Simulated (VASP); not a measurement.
Crystal: SnS.

```
CELL_PARAMETERS angstrom
11.10224 0.00000 0.00000
0.00000 3.98561 0.00000
0.00000 0.00000 4.22986
ATOMIC_POSITIONS crystal
Sn 0.11852 0.25000 0.10999
Sn 0.38148 0.75000 0.60999
Sn 0.61852 0.25000 0.39001
Sn 0.88148 0.75000 0.89001
S 0.85325 0.25000 0.47437
S 0.64675 0.75000 0.97437
S 0.35325 0.25000 0.02563
S 0.14675 0.75000 0.52563
```

Base run:

| Item | Value |
| --- | --- |
| Program | VASP 6.6.1 |
| Functional | TB-mBJ |
| Potentials or basis | VASP PAW PBE potentials, release 64 (Sn_d, S) |
| Cutoff | 520 eV |
| k mesh | 4 × 8 × 6 |
| Occupations | gaussian, width 0.03 eV |
| Spin | no spin polarisation |

Its results: band gap on the k mesh 1.06 eV, indirect (least direct gap 1.54 eV).

**Question.** The run is repeated on the same cell with these changes: functional from TB-mBJ to LDA; potentials or basis from VASP PAW PBE potentials, release 64 (Sn_d, S) to VASP PAW LDA potentials, release 64 (Sn_d, S). What comes out?

**Answer.** Band gap on the k mesh 0.73 eV, indirect (least direct gap 1.07 eV).

Caveats: spin-orbit coupling is left out, which moves the levels of the heavy elements; the mesh misses the band edges, which the band path finds closer together.
